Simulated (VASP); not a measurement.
# NbAs (I4_1md) in VASP: core levels with PBEsol

Aim: the core levels of NbAs with PBEsol.

All numbers are computed with VASP 6.6.1; they aren't measurements. Logs are shortened: lines on timing, memory, paths and dates and some standing lists are left out, and cuts for length are marked.

### Step 1. The structure

Symmetry: I4_1md, No. 109, tetragonal system. The conventional cell has a = 3.452 Å, b = 3.452 Å, c = 11.680 Å, α = 90.00°, β = 90.00°, γ = 90.00°. Nb (site symmetry 2mm) is surrounded by 6 As at 2.60 to 2.63 Å. As (site symmetry 2mm) is surrounded by 6 Nb at 2.60 to 2.63 Å.

### Step 2. Core levels, PBEsol

Contents of INCAR:

```
PREC = Accurate
ENCUT = 520
EDIFF = 1E-7
ISMEAR = -1
SIGMA = 0.05
LREAL = False
LASPH = True
NELM = 60
ALGO = Normal
ISIF = 2
LWAVE = False
LCHARG = False
GGA = PS
ICORELEVEL = 1
```

Contents of KPOINTS:

```
Automatic mesh
0
Gamma
  13 13 13
```

Contents of POSCAR:

```
NbAs
1.0
   -1.7258500000      1.7258500000      5.8400000000
    1.7258500000     -1.7258500000      5.8400000000
    1.7258500000      1.7258500000     -5.8400000000
Nb As
2 2
Direct
    0.0000000000      0.0000000000      0.0000000000
    0.7500000000      0.2500000000      0.5000000000
    0.4160000000      0.4160000000      0.0000000000
    0.1660000000      0.6660000000      0.5000000000
```

Potentials or basis: VASP PAW PBE potentials, release 64 (Nb_sv, As).

Started as:

```
$ cat potpaw_PBE.64/Nb_sv/POTCAR potpaw_PBE.64/As/POTCAR > POTCAR
$ mpirun -np 1 vasp_std > vasp.out
```

OUTCAR:

```text
PREC = Accurate
   ENCUT = 520
   EDIFF = 1E-7
   ISMEAR = -1
   LREAL = False
   LASPH = True
   NELM = 60
   ISIF = 2
   GGA = PS

 ion  position               nearest neighbor table
   1  0.000  0.000  0.000-   4 2.60   4 2.60   3 2.63   3 2.63   3 2.63   3 2.63
   2  0.750  0.250  0.500-   3 2.60   3 2.60   4 2.63   4 2.63   4 2.63   4 2.63
   3  0.416  0.416  0.000-   2 2.60   2 2.60   1 2.63   1 2.63   1 2.63   1 2.63
   4  0.166  0.666  0.500-   1 2.60   1 2.60   2 2.63   2 2.63   2 2.63   2 2.63

  LATTYP: Found a body centered tetragonal cell.
 ALAT       =     3.4517000000
 C/A-ratio  =     3.3838398470

  Lattice vectors:

 A1 = (  -1.7258500000,   1.7258500000,   5.8400000000)
 A2 = (   1.7258500000,  -1.7258500000,   5.8400000000)
 A3 = (   1.7258500000,   1.7258500000,  -5.8400000000)

Analysis of symmetry for initial positions (statically):
=====================================================================
 Subroutine PRICEL returns:
 Original cell was already a primitive cell.

 Routine SETGRP: Setting up the symmetry group for a
 body centered tetragonal supercell.

 Subroutine GETGRP returns: Found  8 space group operations
 (whereof  4 operations were pure point group operations)
 out of a pool of 16 trial point group operations.

The static configuration has the point symmetry C_2v.
 The point group associated with its full space group is C_4v.

Analysis of symmetry for dynamics (positions and initial velocities):
=====================================================================
 Subroutine PRICEL returns:
 Original cell was already a primitive cell.

 Routine SETGRP: Setting up the symmetry group for a
 body centered tetragonal supercell.

 Subroutine GETGRP returns: Found  8 space group operations
 (whereof  4 operations were pure point group operations)
 out of a pool of 16 trial point group operations.

The dynamic configuration has the point symmetry C_2v.
 The point group associated with its full space group is C_4v.

 Subroutine INISYM returns: Found  8 space group operations
 (whereof  4 operations are pure point group operations),
 and found     1 'primitive' translations

----------------------------------------------------------------------------------------

                                     Primitive cell

  volume of cell :      69.5791

[... 94 lines left out ...]
   EDIFFG = 0.1E-05   stopping-criterion for IOM
   NSW    =      0    number of steps for IOM
   IBRION =     -1    ionic relax: 0-MD 1-quasi-New 2-CG
[... 8 lines left out ...]
   EMIN   =  10.00;   EMAX   =-10.00  energy-range for DOS
   EFERMI =   0.00;   METHOD = LEGACY
   ISMEAR =    -1;   SIGMA  =   0.05  broadening in eV -4-tet -1-fermi 0-gaus
   EFERMI_NEDOS =   21; number of points for ismear=-14 and -15
   IALGO  =     38    algorithm
   IMIX   =      4    mixing-type and parameters
     AMIX     =   0.40;   BMIX     =  1.00
     AMIX_MAG =   1.60;   BMIX_MAG =  1.00
  volume/ion in A,a.u.               =      17.39       117.39
  Fermi-wavevector in a.u.,A,eV,Ry     =   1.314264  2.483599 23.501213  1.727290
  Thomas-Fermi vector in A             =   2.444529
   LORBIT       =      0    0 simple, 1 ext, 2 COOP (PROOUT), +10 PAW based schemes
   GGA     = PS    functional components
   LHFCALC =     F    Hartree Fock is set to
   AEXX    =    0.0000 exact exchange contribution
   IVDW    =     0    specifies the selected vdW correction
   LEPSILON=     F    determine dielectric tensor
   LRPA    =     F    only Hartree local field effects (RPA)
 non-spin polarized calculation
  energy-cutoff  :      520.00
  volume of cell :       69.58
 maximum number of plane-waves:      1895
   NGX = 23   NGY = 23   NGZ = 23

 number of electron      35.9999999 magnetization

 Free energy of the ion-electron system (eV)
  ---------------------------------------------------
  ext. energy  EPLUGINS =         0.00000000
  ---------------------------------------------------
  free energy    TOTEN  =       -35.11184041 eV

  energy without entropy =      -35.10641566  energy(sigma->0) =      -35.10912804

 the core state eigenenergies are
   1-  1s -18792.6158  2s  -2617.8031  2p  -2335.9084  3s   -426.2196  3p   -334.1046
       3d   -183.6291
   2-  1s -18792.6158  2s  -2617.8031  2p  -2335.9084  3s   -426.2196  3p   -334.1046
       3d   -183.6291
   3-  1s -11702.3879  2s  -1471.0053  2p  -1287.8232  3s   -175.1424  3p   -118.5280
       3d    -25.5733
   4-  1s -11702.3879  2s  -1471.0053  2p  -1287.8232  3s   -175.1424  3p   -118.5280
       3d    -25.5733

 E-fermi :   9.5115     XC(G=0): -11.9628

 val. band max:        9.5002567400   @ k =  -0.0769   0.4615   0.0769
 cond. band min:       9.5160287533   @ k =  -0.2308   0.2308   0.2308
 fundamental gap:      0.0157720133
 Fermi energy:         9.5114725276

 k-point     1 :       0.0000    0.0000    0.0000
  band No.  band energies     occupation
      1     -45.5146      2.00000
      2     -45.4858      2.00000
      3     -21.7626      2.00000
      4     -21.6528      2.00000
      5     -21.6528      2.00000
      6     -21.4918      2.00000
[... 267 lines left out ...]
 k-point    12 :       0.3846    0.0769    0.0000
  band No.  band energies     occupation
      1     -45.4967      2.00000
      2     -45.4814      2.00000
      3     -21.8493      2.00000
      4     -21.6895      2.00000
      5     -21.6478      2.00000
      6     -21.6218      2.00000

------------------------ aborting loop because EDIFF is reached ----------------------------------------

  FORCE on cell =-STRESS in cart. coord.  units (eV):
  Direction    XX          YY          ZZ          XY          YZ          ZX
  --------------------------------------------------------------------------------------
  -------------------------------------------------------------------------------------
  Total       -1.0979385     -1.0979385     -0.6645618      0.0000000      0.0000000      0.0000000
  in kB      -25.2818971    -25.2818971    -15.3026644      0.0000000      0.0000000      0.0000000
  external PRESSURE =     -21.9554862 kB  Pullay stress =       0.0000000 kB

 VOLUME and BASIS-vectors are now :
 -----------------------------------------------------------------------------
  energy-cutoff  :      520.00
  volume of cell :       69.58
      direct lattice vectors                 reciprocal lattice vectors
    -1.725850000  1.725850000  5.840000000     0.000000000  0.289712316  0.085616438
     1.725850000 -1.725850000  5.840000000     0.289712316  0.000000000  0.085616438
     1.725850000  1.725850000 -5.840000000     0.289712316  0.289712316  0.000000000

 POSITION                                       TOTAL-FORCE (eV/Angst)
 -----------------------------------------------------------------------------------
      0.00000      0.00000      0.00000        -0.000000      0.000000     -0.287591
      0.00000      1.72585      2.92000         0.000000     -0.000000     -0.287591
      0.00000      0.00000      4.85888        -0.000000      0.000000      0.287591
      1.72585      0.00000      1.93888         0.000000     -0.000000      0.287591
 -----------------------------------------------------------------------------------
    total drift:                               -0.000000     -0.000000     -0.000015

  FREE ENERGIE OF THE ION-ELECTRON SYSTEM (eV)
  ---------------------------------------------------
  free  energy   TOTEN  =       -35.1118404092 eV

  energy  without entropy=      -35.1064156614  energy(sigma->0) =      -35.10912804
```

stdout:

```text
POSCAR found type information on POSCAR NbAs
 POSCAR found :  2 types and       4 ions
 scaLAPACK will be used
 -----------------------------------------------------------------------------
|                                                                             |
|                                                                             |
|     You enforced a specific xc type in the INCAR file but a different       |
|     I HOPE YOU KNOW WHAT YOU ARE DOING!                                     |
|                                                                             |
 -----------------------------------------------------------------------------

 LDA part: xc-table for (Slater+PW92), standard interpolation
 POSCAR, INCAR and KPOINTS ok, starting setup
 FFT: planning ... GRIDC
 FFT: planning ... GRID_SOFT
 FFT: planning ... GRID
 WAVECAR not read
 entering main loop
```

It took 8.5 min on 1 thread of AMD EPYC 9R14 (Zen 4), shared host; peak memory 0.47 GiB.

What came out:

```
Free energy            : -35.1118 eV
Pressure               : -2.2 GPa
Largest force          : 0.288 eV/Å
Band gap on the k mesh : none (metal or under the smearing width)
```

Forces in eV/Å, atoms in the order of the input:
```
Nb   0.000  0.000 -0.288
Nb   0.000  0.000 -0.288
As   0.000  0.000  0.288
As   0.000  0.000  0.288
```

Stress tensor (GPa, compression positive):
```
-2.53  0.00  0.00
 0.00 -2.53  0.00
 0.00  0.00 -1.53
```

Core levels (eV, on the scale of the bands):
| atom | levels |
| --- | --- |
| 1 Nb | 1s -18792.6, 2s -2617.8, 2p -2335.9, 3s -426.2, 3p -334.1, 3d -183.6 |
| 2 Nb | 1s -18792.6, 2s -2617.8, 2p -2335.9, 3s -426.2, 3p -334.1, 3d -183.6 |
| 3 As | 1s -11702.4, 2s -1471.0, 2p -1287.8, 3s -175.1, 3p -118.5, 3d -25.6 |
| 4 As | 1s -11702.4, 2s -1471.0, 2p -1287.8, 3s -175.1, 3p -118.5, 3d -25.6 |

Caveat: the PAW data sets were made with another functional, which shifts forces and pressure a little.
